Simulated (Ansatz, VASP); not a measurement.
# Two plane-wave programs on WSe2

Contents of INCAR:

```
SYSTEM = WSe2
  PREC = Accurate
  ENCUT = 520
  EDIFF = 1E-7
  ISMEAR = 0
  SIGMA = 0.05
  LREAL = .FALSE.
  LASPH = .TRUE.
  NELM = 60
  ALGO = Normal
  ISIF = 2
  LWAVE = .FALSE.
  LCHARG = .FALSE.
  LDIPOL = .TRUE.
  IDIPOL = 3
  DIPOL = 0.5 0.5 0.420
  GGA = PE
  IVDW = 12
  NBANDS = 35
```

The input KPOINTS:

```
regular mesh
0
G
  9 9 1
  0 0 0
```

File POSCAR:

```
WSe2
1.0
    3.2854929709      0.0000000000      0.0000000000
   -1.6427464855      2.8453203767      0.0000000000
    0.0000000000      0.0000000000     24.2386466774
Se W
4 2
Direct
    0.3333333333      0.6666666667      0.1856539294
    0.3333333333      0.6666666667      0.3246601777
    1.0000000000      0.0000000000      0.5148523144
    1.0000000000      0.0000000000      0.6538585627
    0.6666666667      0.3333333333      0.2551570536
    1.3333333333     -0.3333333333      0.5843554385
```

Input for Ansatz:

```yaml
crystal:
  lattice:
    - [3.2854929709, 0.0, 0.0]
    - [-1.6427464855, 2.8453203767, 0.0]
    - [0.0, 0.0, 24.2386466774]
  atoms:
    - { symbol: Se, position: [0.3333333333, 0.6666666667, 0.1856539294] }
    - { symbol: W, position: [0.6666666667, 0.3333333333, 0.2551570536] }
    - { symbol: Se, position: [0.3333333333, 0.6666666667, 0.3246601777] }
    - { symbol: Se, position: [1.0, 0.0, 0.5148523144] }
    - { symbol: W, position: [1.3333333333, -0.3333333333, 0.5843554385] }
    - { symbol: Se, position: [1.0, 0.0, 0.6538585627] }
basis:
  ecutwfc: 420
kpoints:
  mp_grid: { grid: [9, 9, 1] }
hamiltonian:
  xc: pbe
  pseudopotentials: { kind: paw, azcp: { folder: soft_1 } }
  dispersion: d3bj
scf:
  occupations: { method: gaussian, width: 0.05 }
output:
  forces: true
  eigenvalues: true
efield:
  axis: 3
  dipole_correction: true
  ramp_width: 0.04
```

Alike in both runs: task single point; functional PBE; dispersion D3(BJ); k mesh 9 × 9 × 1; occupations gaussian, width 0.05 eV; no spin polarisation.

|  | VASP | Ansatz |
| --- | --- | --- |
| version | VASP 6.6.1 | Ansatz 0.2.0 |
| potentials or method | VASP PAW PBE potentials, release 64 (Se, W_sv) | scalar-relativistic, plane waves, PAW |
| plane-wave cutoff (eV) | 520 | 420 |
| valence electrons in the cell | 52 | 92 |

Ansatz gave:

* gap on the k mesh at the Fermi level (eV): 1.65
* least direct gap on the mesh (eV): 1.67
* rms of the force components (eV/Å): 0.024

**Question.** Which values does VASP return?

**Answer.** gap on the k mesh at the Fermi level (eV): 1.65; least direct gap on the mesh (eV): 1.67; rms of the force components (eV/Å): 0.042.

The two sets of potentials don't hold the same shells in valence.

Caveats: spin-orbit coupling is left out, which moves the levels of the heavy elements.
